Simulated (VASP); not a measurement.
**ZnAu: formation energy of Ni on the Zn site**

How easily does Ni on the Zn site form in ZnAu? The host is relaxed first, then a supercell is run with and without the defect. The start is a cell from a database of measured crystal structures.

Method: PBEsol; plane waves and PAW (Au, Zn), in the first sound run; inputs show where later runs differ, in VASP 6.6.1.

## Step 1: The host crystal

The structure is cubic, space group Pm-3m (No. 221). The conventional cell has a = 3.147 Å, b = 3.147 Å, c = 3.147 Å, α = 90.00°, β = 90.00°, γ = 90.00°. Au has 8 Zn at 2.73 Å nearest. Nearest to Zn lie 8 Au at 2.73 Å. Farther neighbours are not listed.

## Step 2: Relaxing the host crystal

The later steps need the crystal at this functional's own lattice; a raised cutoff keeps the stress reliable while the cell changes.

INCAR

```
SYSTEM = ZnAu
PREC = Accurate
ENCUT = 360
EDIFF = 1E-06
NELM = 120
ISMEAR = 1
SIGMA = 0.15
LREAL = .FALSE.
ALGO = Normal
GGA = PS
NBANDS = 17
LASPH = .TRUE.
LORBIT = 11
LWAVE = .FALSE.
LCHARG = .FALSE.
KPAR = 4
IBRION = 2
NSW = 40
ISIF = 3
EDIFFG = -0.02
POTIM = 0.4
```

POSCAR

```
ZnAu
1.0
    3.1470000000      0.0000000000      0.0000000000
    0.0000000000      3.1470000000      0.0000000000
    0.0000000000      0.0000000000      3.1470000000
Au Zn
1 1
Direct
    0.0000000000      0.0000000000      0.0000000000
    0.5000000000      0.5000000000      0.5000000000
```

KPOINTS

```
Automatic mesh
0
Gamma
10 10 10
0 0 0
```

Potentials, in the order of the species: Au and Zn (PBE family, release 64).

Command:

```
$ mpirun -np 4 vasp_std
```

The log of the run:

```text
[banner, memory and clock lines left out]
running    4 mpi-ranks, on    1 nodes
 distrk:  each k-point on    1 cores,    4 groups
 distr:  one band on    1 cores,    1 groups

 POSCAR found type information on POSCAR AuZn
 POSCAR found :  2 types and       2 ions
|                                                                             |
|               ----> ADVICE to this user running VASP <----                  |
|                                                                             |
|     You enforced a specific xc type in the INCAR file but a different       |
|     [... a line on the potential file left out ...]
|     I HOPE YOU KNOW WHAT YOU ARE DOING!                                     |
|                                                                             |

 LDA part: xc-table for (Slater+PW92), standard interpolation
 POSCAR, INCAR and KPOINTS ok, starting setup
 FFT: planning ... GRIDC
 FFT: planning ... GRID_SOFT
 FFT: planning ... GRID
 WAVECAR not read
 entering main loop
       N       E                     dE             d eps       ncg     rms          rms(c)
DAV:   1     0.102223826157E+03    0.10222E+03   -0.94034E+03  1960   0.136E+03
DAV:   2    -0.307350377160E+01   -0.10530E+03   -0.10123E+03  1995   0.266E+02
DAV:   3    -0.649671276032E+01   -0.34232E+01   -0.34068E+01  2070   0.567E+01
DAV:   4    -0.652323145163E+01   -0.26519E-01   -0.26514E-01  2251   0.436E+00
DAV:   5    -0.652351993739E+01   -0.28849E-03   -0.28848E-03  2072   0.473E-01    0.872E+00
DAV:   6    -0.598972717958E+01    0.53379E+00   -0.16359E+00  2035   0.149E+01    0.534E+00
DAV:   7    -0.596018358823E+01    0.29544E-01   -0.35423E-02  2649   0.372E+00    0.287E+00
DAV:   8    -0.594978665951E+01    0.10397E-01   -0.88036E-03  2045   0.993E-01    0.132E-01
DAV:   9    -0.594979513269E+01   -0.84732E-05   -0.38081E-04  2391   0.287E-01    0.656E-02
DAV:  10    -0.594980058088E+01   -0.54482E-05   -0.35716E-05  2386   0.728E-02    0.197E-02
DAV:  11    -0.594980048254E+01    0.98340E-07   -0.45398E-06  1956   0.371E-02
   1 F= -.59498005E+01 E0= -.59498048E+01  d E =-.594980E+01
 curvature:   0.00 expect dE= 0.000E+00 dE for cont linesearch  0.000E+00
 trial: gam= 0.00000 g(F)=  0.000E+00 g(S)=  0.205E-01 ort = 0.000E+00 (trialstep = 0.100E+01)
 search vector abs. value=  0.205E-01
 bond charge predicted
       N       E                     dE             d eps       ncg     rms          rms(c)
DAV:   1    -0.631789589689E+01   -0.36810E+00   -0.46462E+00  2027   0.370E+01    0.400E+00
DAV:   2    -0.597993950375E+01    0.33796E+00   -0.97974E-01  2158   0.248E+01    0.129E+00
DAV:   3    -0.596073280954E+01    0.19207E-01   -0.47636E-02  1930   0.292E+00    0.848E-01
DAV:   4    -0.595605131998E+01    0.46815E-02   -0.19144E-03  2810   0.165E+00    0.472E-01
DAV:   5    -0.595355582566E+01    0.24955E-02   -0.14883E-03  2428   0.860E-01    0.359E-02
DAV:   6    -0.595356633506E+01   -0.10509E-04   -0.26881E-04  2039   0.222E-01    0.147E-02
DAV:   7    -0.595356755702E+01   -0.12220E-05   -0.42083E-06  2099   0.654E-02    0.457E-03
DAV:   8    -0.595356743808E+01    0.11894E-06   -0.12940E-06  1064   0.145E-02
   2 F= -.59535674E+01 E0= -.59535294E+01  d E =-.376696E-02
 trial-energy change:   -0.003767  1 .order   -0.003566   -0.020483    0.013350
 step:   0.6138(harm=  0.6054)  dis= 0.00000  next Energy=    -5.956134 (dE=-0.633E-02)
 bond charge predicted
       N       E                     dE             d eps       ncg     rms          rms(c)
DAV:   1    -0.600920531010E+01   -0.55638E-01   -0.69843E-01  1991   0.150E+01    0.152E+00
DAV:   2    -0.596031963707E+01    0.48886E-01   -0.13606E-01  2181   0.800E+00    0.558E-01
DAV:   3    -0.595718052986E+01    0.31391E-02   -0.53409E-03  1940   0.716E-01    0.358E-01
DAV:   4    -0.595623528053E+01    0.94525E-03   -0.48057E-04  2738   0.665E-01    0.109E-01
DAV:   5    -0.595609911008E+01    0.13617E-03   -0.16455E-04  2025   0.135E-01    0.103E-02
DAV:   6    -0.595610015325E+01   -0.10432E-05   -0.99618E-06  2006   0.375E-02    0.544E-03
DAV:   7    -0.595610067362E+01   -0.52038E-06   -0.51295E-07  1016   0.364E-02
   3 F= -.59561007E+01 E0= -.59560814E+01  d E =-.630019E-02
 curvature:  -0.30 expect dE=-0.656E-05 dE for cont linesearch -0.656E-05
 trial: gam=-0.03147 g(F)=  0.419E-65 g(S)=  0.217E-04 ort = 0.666E-03 (trialstep = 0.923E+00)
 search vector abs. value=  0.230E-07
 reached required accuracy - stopping structural energy minimisation
```

It took 12 s on 4 MPI ranks of AMD EPYC 7R43, shared host; peak memory 0.48 GiB.

The logs omit lines about the potential files and the build; timing stands in the text.

OUTCAR, selected parts (step 2):

```text
ion  position               nearest neighbor table
   1  0.000  0.000  0.000-   2 2.73   2 2.73   2 2.73   2 2.73   2 2.73   2 2.73   2 2.73   2 2.73

  LATTYP: Found a simple cubic cell.
 ALAT       =     3.1470000000

 Subroutine GETGRP returns: Found 48 space group operations
 (whereof 48 operations were pure point group operations)

The static configuration has the point symmetry O_h .

 Found     56 irreducible k-points:

   k-points           NKPTS =     56   k-points in BZ     NKDIM =     56   number of bands    NBANDS=     17

   dimension x,y,z NGX =    20 NGY =   20 NGZ =   20
   dimension x,y,z NGXF=    40 NGYF=   40 NGZF=   40

   ENCUT  =  360.0 eV  26.46 Ry    5.14 a.u.   4.87  4.87  4.87*2*pi/ulx,y,z

   NELECT =      23.0000    total number of electrons

 k-points in reciprocal lattice and weights: Automatic mesh
   0.00000000  0.00000000  0.00000000       0.001
   0.10000000  0.00000000  0.00000000       0.006
   0.20000000  0.00000000  0.00000000       0.006
   0.30000000  0.00000000  0.00000000       0.006
   0.40000000  0.00000000  0.00000000       0.006
   0.50000000  0.00000000  0.00000000       0.003
   0.10000000  0.10000000  0.00000000       0.012
   0.20000000  0.10000000  0.00000000       0.024
   0.30000000  0.10000000  0.00000000       0.024
[...]
0.50000000  0.50000000  0.40000000       0.006
   0.50000000  0.50000000  0.50000000       0.001

 average (electrostatic) potential at core
       1 -66.9781       2 -32.4276

 E-fermi :   7.2004

 k-point     1 :       0.0000    0.0000    0.0000
  band No.  band energies     occupation
    ...
      7       1.6853      2.00000
      8       1.6853      2.00000
      9       3.4118      2.00000
     10       3.4118      2.00000
     11       3.4118      2.00000
     12      12.1596      0.00000
     13      12.1596      0.00000
     14      12.1596      0.00000
     15      16.2641      0.00000
     16      19.4552      0.00000
    ...

 k-point     2 :       0.1000    0.0000    0.0000
  band No.  band energies     occupation
    ...
      7       1.6527      2.00000
      8       1.7327      2.00000
      9       3.2717      2.00000
     10       3.2717      2.00000
     11       3.3957      2.00000
     12      10.8863      0.00000
     13      12.5022      0.00000
     14      12.5022      0.00000
     15      16.9857      0.00000
     16      19.2546      0.00000
    ...

 k-point     3 :       0.2000    0.0000    0.0000
  band No.  band energies     occupation
    ...
      7       1.5612      2.00000
      8       1.8546      2.00000
      9       2.9323      2.00000
     10       2.9323      2.00000
     11       3.3531      2.00000
     12       8.7216     -0.00000
     13      13.4498      0.00000
     14      13.4498      0.00000
     15      17.5575      0.00000
     16      18.7594      0.00000
    ...

  Total       -0.0193475     -0.0193475     -0.0193475      0.0000000      0.0000000     -0.0000000
  in kB       -1.0159136     -1.0159136     -1.0159136      0.0000000      0.0000000     -0.0000000
  external PRESSURE =      -1.0159136 kB  Pullay stress =       0.0000000 kB

  energy-cutoff  :      360.00
  volume of cell :       30.51
      direct lattice vectors                 reciprocal lattice vectors
     3.124826381  0.000000000  0.000000000     0.320017780 -0.000000000  0.000000000
     0.000000000  3.124826381  0.000000000    -0.000000000  0.320017780 -0.000000000
    -0.000000000  0.000000000  3.124826381    -0.000000000 -0.000000000  0.320017780

 POSITION                                       TOTAL-FORCE (eV/Angst)
 -----------------------------------------------------------------------------------
      0.00000      0.00000      0.00000        -0.000000      0.000000      0.000000
      1.56241      1.56241      1.56241         0.000000     -0.000000      0.000000
 -----------------------------------------------------------------------------------
    total drift:                               -0.000000      0.000000      0.000000

  FREE ENERGIE OF THE ION-ELECTRON SYSTEM (eV)
  ---------------------------------------------------
  free  energy   TOTEN  =        -5.9561006736 eV

  energy  without entropy=       -5.9560428408  energy(sigma->0) =       -5.95608140

 reached required accuracy - stopping structural energy minimisation

 total charge
# of ion       s       p       d       tot
------------------------------------------
    1        0.625   0.411   8.698   9.735
    2        0.528   0.469   9.769  10.766
--------------------------------------------------
tot          1.153   0.881  18.467  20.501

[... 3 further parts left out ...]
```

This run has no spin polarisation. Its electron count is odd, so without a moment it is a metal by construction. The PAW data sets were made with PBE, which is usual practice but a small mismatch for other functionals. The run keeps the 48 symmetry operations of its start, so it cannot find a distortion of lower symmetry.

Step by step:

| step | energy less that of the first step (eV) | largest force (eV/Å) | pressure (GPa) | volume (Å³) |
| --- | --- | --- | --- | --- |
| 1 | 0.0000 | 0.0000 | -3.06 | 31.17 |
| 2 | -0.0038 | 0.0000 | 2.06 | 30.11 |
| 3 | -0.0063 | 0.0000 | -0.10 | 30.51 |

| conventional cell, symmetrised | before | after | change |
| --- | --- | --- | --- |
| a (Å) | 3.147 | 3.125 | -0.7 % |
| b (Å) | 3.147 | 3.125 | -0.7 % |
| c (Å) | 3.147 | 3.125 | -0.7 % |
| volume (Å³/atom) | 15.58 | 15.26 | -2.1 % |

The relaxed structure:

```
Au Zn
1.0
     3.12483    0.00000    0.00000
     0.00000    3.12483    0.00000
     0.00000    0.00000    3.12483
Au Zn
1 1
Direct
  0.00000 0.00000 0.00000
  0.50000 0.50000 0.50000
```

This step gave:

| Quantity | Value |
| --- | --- |
| electronic cycles | 26 |
| electrons | 23 |
| free energy (TOTEN) | -5.956 eV |
| Fermi energy | 7.200 eV |
| labelled metallic, from the levels on this mesh | yes |

The run ended after 3 ionic steps, 0.006 eV below its first step, once forces and stress met EDIFFG = -0.02.

(Part 1 of 5 ends here.)

[Lines on the potential files, build, host, timing and source positions are cut from VASP's logs without a mark.]

[Logs are printed without paths, hosts, clocks, repeated set-up lines and the standing remarks that a program may print on its own settings, such as how far it seeks lower states.]

[Hosts, paths, dates, database ids (printed as entryN), source tags and the programs' standing remarks are cut or masked in the printed files.]

[In band tables of VASP the shares of atoms and orbitals are scaled to a sum of 1 inside the atoms' spheres.]

[Runs that stopped without an error message from VASP are left out.]
